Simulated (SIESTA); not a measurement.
Wanted: the native input for a SIESTA 5.4.2 run.

```yaml
Task: density of states
Functional: vdW-DF
Potentials_or_basis: SG15 1.2 NC or PseudoDojo by element (PBE files)
Basis: DZP (energy shift 0.01 Ry)
Grid_cutoff: 800 Ry
Energy_shift: 0.01 Ry
k_mesh: 9 × 9 × 9
Occupations: fermi-dirac, width 0.05 eV
Spin: collinear spin, ferromagnetic start
Starting_moments: "[4.0, 0.0] μB"
Hubbard_terms: Mn d U = 1 eV
Hubbard_projector_method: 2
U_from_the_first_cycle: yes
broadening_eV: 0.1 eV
window_from_eV: -15 eV
window_to_eV: 10 eV
energy_points: 201
k_mesh_for_the_DOS: 14 × 14 × 14
```

MnS:

```
Mn S
1.0
     0.00000    2.50601    2.50601
     2.50601    0.00000    2.50601
     2.50601    2.50601    0.00000
Mn S
1 1
Direct
  0.00000 0.00000 0.00000
  0.75000 0.75000 0.75000
```

The cell is a database's computed one.

The cell isn't the ideal one: volume scaled by 1.04.

The input as run:

MnS.fdf

```
SystemName                      MnS
SystemLabel                     MnS
NumberOfSpecies                 2
NumberOfAtoms                   2
%block ChemicalSpeciesLabel
  1  25 Mn
  2  16 S
%endblock ChemicalSpeciesLabel

UseStructFile                   true

%block kgrid.MonkhorstPack
    9   0   0  0.0
    0   9   0  0.0
    0   0   9  0.0
%endblock kgrid.MonkhorstPack
XC.Functional                   VDW
XC.Authors                      DRSLL
PAO.BasisSize                   DZP
PAO.EnergyShift                 0.01 Ry
Mesh.Cutoff                     800 Ry
Spin                            polarized
%block DM.InitSpin
    1   4.000
    2   0.000
%endblock DM.InitSpin
DFTU.ProjectorGenerationMethod  2
%block DFTU.Proj
  Mn 1
  n=3 2
  1.00 0.00
  2.3 0.15
%endblock DFTU.Proj
DFTU.FirstIteration             true
OccupationFunction              FD
ElectronicTemperature           0.05 eV
MaxSCFIterations                200
SCF.MustConverge                false
SCF.Mixer.Method                Pulay
SCF.Mixer.Weight                0.1
SCF.Mixer.History               10
SCF.DM.Tolerance                5.0e-05
SCF.H.Tolerance                 1.0e-03 eV
WriteForces                     true
Charge.Mulliken                 end
%block ProjectedDensityOfStates
  EF -15.0 10.0 0.1 201 eV
%endblock ProjectedDensityOfStates
%block PDOS.kgrid.MonkhorstPack
   14   0   0  0.0
    0  14   0  0.0
    0   0  14  0.0
%endblock PDOS.kgrid.MonkhorstPack
```

MnS.STRUCT_IN

```
   0.0000000000     2.5060127231     2.5060127231
   2.5060127231     0.0000000000     2.5060127231
   2.5060127231     2.5060127231     0.0000000000
2
1  25    0.0000000000     0.0000000000     0.0000000000
2  16    0.7500000000     0.7500000000     0.7500000000
```

Potentials or basis: SG15 1.2 NC or PseudoDojo by element (PBE files), DZP (energy shift 0.01 Ry).

Command:

```sh
$ siesta < MnS.fdf > MnS.out 2>&1
```

It gave:

```
Pressure               : 32.9 GPa
Band gap on the k mesh : none (metal or under the smearing width)
Net moment             : 3.81 μB per cell
Site moments           : Mn +3.69; S +0.12 μB
```

Caveat: semicore shells carry a single zeta, which can move pressures by several GPa and volumes by a few percent; the potentials were made for another functional, which shifts forces and pressure; the basis of atomic orbitals isn't converged, which shifts pressures, moduli and gaps; a cell with one magnetic atom can't hold antiferromagnetic order, which such compounds often take.

It took 110 s on 1 thread of Arm Neoverse V1 (shared host), peak memory 0.29 GiB.
